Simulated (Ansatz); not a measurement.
# Rh (diamond type): how the settings move a single-point run

Aim: see which settings change the result for Rh (diamond type), by how much, and at what cost.

Method: reference: DFT, PBE, PAW with Ansatz's default frozen-core files, scalar-relativistic, in Ansatz 0.2.0.

1 further run of the same task is left out (it didn't finish).

## 1. The starting structure

It takes space group Fd-3m (No. 227, cubic). Conventional cell: a = 5.199 Å, b = 5.199 Å, c = 5.199 Å, α = 90.00°, β = 90.00°, γ = 90.00°. Rh (site symmetry -43m) is surrounded by 4 Rh at 2.25 Å.

Structure file:

```xyz
2
Lattice="0.0000 2.5993 2.5993 2.5993 0.0000 2.5993 2.5993 2.5993 0.0000" Properties=species:S:1:pos:R:3 pbc="T T T"
Rh   -0.6498   -0.6498   -0.6498
Rh    0.6498    0.6498    0.6498
```

## 2. Reference

File input.yaml:

```yaml
crystal:
  lattice:
    - [0.0, 2.599334149, 2.599334149]
    - [2.599334149, 0.0, 2.599334149]
    - [2.599334149, 2.599334149, 0.0]
  atoms:
    - { symbol: Rh, position: [-0.125, -0.125, -0.125] }
    - { symbol: Rh, position: [0.125, 0.125, 0.125] }
kpoints:
  mp_grid: { grid: [10, 10, 10] }
scf:
  occupations: { method: fermi_dirac, width: 0.05 }
hamiltonian:
  xc: pbe
  pseudopotentials: { kind: paw }
output:
  forces: true
  stress: true
  eigenvalues: true
  efg: { contact_densities: true }
  populations: true
```

Run with:

```console
$ ansatz run input.yaml --threads 1 --pin off --max-ram 2048MiB --backend cpu --events-out ev --progress --plain --runs-dir out
```

The main lines of its log:

```text
[...]
Basis set: ecut = 420 eV, 701 PW (Γ), exchange–correlation on 50×50×50 points (8 copies of the dense FFT grid, shifted against one another)
[...]
k-points: 47 of 1000
[...]
SCF iter   1: F=—  HF=-12802.942614 eV  |F-HF|=—  |Δ(HF+E_count)|=         —  Δρ=7.69e-3  dr2=1.50e-2  ethr=1.77e-3  ⟨swp⟩=6.0  Hψ=4500  notcnv=0
preconditioner: auto → Kerker (q_TF=auto, 2.714 Å⁻¹)  [metal: Δε(μ)=0.018 eV  Ē_g=7.074 eV  σ=0.050 eV  W_gap=0.09  n_scr=14 (ndim 8)  ℏωp=26.6 eV  f_vac=0.003  D(μ)=2.75/eV (n_scr^D=26)]
SCF iter   2: F=—  HF=-12802.942646 eV  |F-HF|=—  |Δ(HF+E_count)|=   3.14e-5  Δρ=3.50e-3  dr2=2.71e-3  ethr=4.40e-5  ⟨swp⟩=2.0  Hψ=1626  notcnv=0
[...]
SCF iter   5: F=—  HF=-12802.942998 eV  |F-HF|=—  |Δ(HF+E_count)|=   6.39e-6  Δρ=4.85e-5  dr2=7.56e-7  ethr=2.05e-8  ⟨swp⟩=2.0  Hψ=1401  notcnv=0
SCF iter   6: F=-12802.942998 eV  HF=-12802.942998 eV  |F-HF|=3.39e-8  |Δ(HF+E_count)|=   5.43e-7  Δρ=1.19e-5  dr2=7.27e-8  ethr=2.94e-10  ⟨swp⟩=5.5  Hψ=4228  notcnv=0
[...]
SCF converged after 6 iterations
Free energy (F): -12802.942998 eV
[...]
E sigma→0 (E₀):  -12802.932152 eV
[...]
Fermi energy:    16.969158 eV
[...]
  P = ⅓ Tr σ = 35.2157 GPa (352.157 kbar)
[...]
```

It took 3.3 s on 1 thread of Arm Neoverse V1, shared host; peak memory 0.34 GiB.

## 3. Changing settings: scf.algorithm direct_min

Edit input.yaml of step 2 so:

```diff
@@ -12,2 +12,3 @@
   occupations: { method: fermi_dirac, width: 0.05 }
+  algorithm: direct_min
 hamiltonian:
```

Run with:

```console
$ ansatz run input.yaml --threads 1 --pin off --max-ram 2048MiB --backend cpu --events-out ev --progress --plain --runs-dir out
```

What it wrote:

```text
Rh: output.efg is read without spin–orbit coupling, which moves field gradients at and beside such atoms by some per cent and up to a factor of two; PAW files take it under magnetization.noncollinear and magnetization.spin_orbit
Engine: ansatz 0.2.0
Pseudopotentials: kind: paw
Pseudopotential: Rh, paw, valence charge 17, recommended cutoff 420 eV (normal)
Functional definition: PBE
  parameter kappa = 0.804
  parameter beta = 0.06672455060314922
  exchange = pbe_x(kappa = kappa, mu = beta*pi^2/3)
  correlation = pbe_c(beta = beta)
Crystal: 2 atoms, lattice volume = 35.125 Å³
Basis set: ecut = 420 eV, 701 PW (Γ), exchange–correlation on 50×50×50 points (8 copies of the dense FFT grid, shifted against one another)
Bands: 21, of which v1, the nominal top of the filled ones, is band 17 counted from 1 (16 counted from 0)
Symmetry: 48 space group operations
Space group: Fd-3m (ITA 227), of the structure as read, at distance tolerance 3.3e-5 Å
k-points: 47 of 1000
Non-local potential: Rh, projectors of the file, l = 0: 3, l = 1: 2, l = 2: 2, l = 3: 1
PAW form: soft (Blöchl's): semilocal exchange-correlation on the pseudo side does not see the compensation charge
PAW one-centre angular grid: Rh, 590 points (default); XC on 64 Gauss nodes
Initial density: superposition of atomic densities (neutral atoms: chi_scale 0, normalization atom), corrected by the library's trained network
Initial wavefunctions: pseudopotential atomic-orbital guess
Functional: x = pbe(κ = 0.804, μ = 0.2195149727645171), c = pbe(β = 0.06672455060314922)
SCF iter   1: F=—  HF=-12802.943199 eV  |F-HF|=—  |Δ(HF+E_count)|=         —  Δρ=7.49e-3  dr2=1.42e-2  ethr=1.77e-3  ⟨swp⟩=7.5  Hψ=3980  notcnv=0
preconditioner: auto → Kerker (q_TF=auto, 2.714 Å⁻¹)  [metal: Δε(μ)=0.018 eV  Ē_g=7.074 eV  σ=0.050 eV  W_gap=0.09  n_scr=14 (ndim 8)  ℏωp=26.6 eV  f_vac=0.003  D(μ)=2.75/eV (n_scr^D=26)]
SCF iter   2: F=—  HF=-12802.944166 eV  |F-HF|=—  |Δ(HF+E_count)|=   9.68e-4  Δρ=3.76e-3  dr2=4.17e-3  ethr=4.19e-5  ⟨swp⟩=3.5  Hψ=2784  notcnv=0  defer=3
iter 3 solved again at ethr=4.96e-8 eV; its pass at ethr=1.23e-5 eV (dr2=1.69e-5 eV) is discarded
SCF iter   3: F=—  HF=-12802.943004 eV  |F-HF|=—  |Δ(HF+E_count)|=   1.16e-3  Δρ=3.06e-4  dr2=1.74e-5  ethr=4.96e-8  ⟨swp⟩=3.3  Hψ=4492  notcnv=0
SCF iter   4: F=—  HF=-12802.942998 eV  |F-HF|=—  |Δ(HF+E_count)|=   5.54e-6  Δρ=1.80e-5  dr2=6.59e-8  ethr=4.96e-8  ⟨swp⟩=2.0  Hψ=1821  notcnv=0
SCF iter   5: F=-12802.942998 eV  HF=-12802.942998 eV  |F-HF|=1.19e-8  |Δ(HF+E_count)|=  9.35e-10  Δρ=6.61e-6  dr2=1.42e-8  ethr=1.94e-10  ⟨swp⟩=3.1  Hψ=2307  notcnv=0
SCF 1 converged in 5 iterations: F = -12802.942998 eV  dr2 = 1.42e-8
  Residual-converged pass: ⟨swp⟩=3.0  Hψ=2100  notcnv=0  max |occ|·‖R‖ = 6.6e-6 eV (tolerance 6.7e-6 eV)  dr2=1.45e-8  dr2_onsite=1.69e-9  max |Δocc| = 4.4e-10
SCF converged after 5 iterations
Stability not checked: this state was not tested for a lower state beside it, because a direct minimisation reached the state, and no test of it is asked (direct_minimisation; see scf.lower_state_search)
Free energy (F): -12802.942998 eV
Harris-Foulkes:  -12802.942998 eV  (|F-HF|=1.19e-8)
Internal energy: -12802.921305 eV  (E = F + TS)
E sigma→0 (E₀):  -12802.932152 eV
Entropy (-TS):   -0.021694 eV (-10.847 meV/atom)
Fermi energy:    16.968931 eV
--- Per-component energies (eV) ---
  E_band       = -376.042516
  E_kinetic    = 1152.840004
  E_local      = -4336.090959  (includes V_loc(G=0)·N_el)
  E_nonlocal   = 714.847979
  E_hartree    = 1597.667938
  E_xc         = -443.887457
  E_vxc        = -557.218846  (∫ρ·V_xc dr)
  E_paw        = -7176.206536  (= ΣΔE_a)
  E_vpaw       = -545.748995  (= ΣTr[D̂ρ^β])
  E_aug_tail   = 0.001813  (compensation charges beyond the density's cutoff)
  E_ewald      = -4312.094087
  E_smearing   = -0.021694  (= −TS)
  E_closure    = 0.000000  (closes the sum)
  Σ components = -12802.942998   (vs F -12802.942998, Δ=0.00e0)
--- Forces (eV/Å), atoms counted from 1 ---
  atom   1  Rh     0.00000000     0.00000000     0.00000000
  atom   2  Rh     0.00000000    -0.00000000    -0.00000000
  max |Σ_I F_I| component: 1.85e-17 eV/Å
--- Stress (GPa, compression-positive) ---
       35.215302       0.000000      -0.000000
       -0.000000      35.215302       0.000000
        0.000000      -0.000000      35.215302
  P = ⅓ Tr σ = 35.2153 GPa (352.153 kbar)
--- PAW observables at the nuclei: V_zz in 10²¹ V/m², potentials from the cell's mean, atoms counted from 1 ---
  atom   1  Rh V_zz =    -0.000000   η = 0.0000   by run symmetry: forbidden
            electrostatic potential = -7023.511242 V   contact ρ = 789919.319876 e/Å³
  atom   2  Rh V_zz =    -0.000000   η = 0.0000   by run symmetry: forbidden
            electrostatic potential = -7023.511242 V   contact ρ = 789919.319876 e/Å³
--- Band table (eV; the first three rows and the last of 47) ---
  k-point 0: bands = ["-62.7083", "-62.1134", "-30.8652", "-30.8652", "-30.8652", "-29.8644", "-29.8644", "-29.8644", "10.3350", "11.5609", "11.5609", "12.1812", "12.1812", "12.1812", "15.1929", "15.1929", "15.1929", "17.5443", "17.5443", "29.9930", "30.3624"]
  k-point 1: bands = ["-62.6976", "-62.1245", "-30.8767", "-30.8767", "-30.8628", "-29.8670", "-29.8522", "-29.8522", "10.5339", "11.4624", "11.4624", "12.1792", "12.3433", "12.3433", "15.0513", "15.1614", "15.1614", "17.5401", "17.5401", "28.2687", "29.8087"]
  k-point 2: bands = ["-62.6677", "-62.1558", "-30.9057", "-30.9057", "-30.8570", "-29.8734", "-29.8215", "-29.8215", "11.0492", "11.3665", "11.3665", "12.2302", "12.5568", "12.5568", "14.7244", "15.1550", "15.1550", "17.5063", "17.5063", "25.6931", "28.5989"]
  k-point 46: bands = ["-62.4142", "-62.4142", "-31.0881", "-31.0881", "-30.3650", "-30.3650", "-29.6337", "-29.6337", "10.7987", "10.7987", "12.6107", "12.6107", "13.7636", "13.7636", "14.3517", "14.3517", "17.8278", "17.8278", "19.9034", "19.9034", "20.8254"]
--- Löwdin populations: 2 sites ---
  site symbol       q [e]
     0     Rh     16.9179
     1     Rh     16.9179
  spilling = 0.004831 (of n_electrons = 34.000000)
```

Wall time 7.7 s (1 thread of Arm Neoverse V1, shared host); peak memory 0.38 GiB.

Same state: the changed solver leaves the energy within 0.5 meV/atom. Cost: 5 SCF cycles against 6, 7.7 s against 3.3 s.

## 4. Side by side

| run | ending | energy change | pressure (GPa) | gap (eV) | force (eV/Å) | cycles | time |
| --- | --- | --- | --- | --- | --- | --- | --- |
| reference | converged | 0 | 35.2 | 0.00 | 0.00 | 6 | 3.3 s |
| 1: scf.algorithm direct_min | converged | 0.0 meV/atom | 35.2 | 0.00 | 0.00 | 5 | 7.7 s |

Residual by cycle in the longest SCF loop of each run; runs are numbered as in the table. The quantity is the density residual dr2, in eV.

```csv
cycle,reference,run 1
1,0.015,0.0142
2,0.00271,0.00417
3,7.8e-5,1.7e-5
4,7.0e-6,6.6e-8
5,7.6e-7,1.4e-8
6,7.3e-8,-
```

The changed solver doesn't alter the result here (within 0.5 meV/atom). Cost: 5 SCF cycles against 6, 7.7 s against 3.3 s. The structure is not at rest: the sound run finds 35 GPa, so these are no properties of the relaxed crystal. 
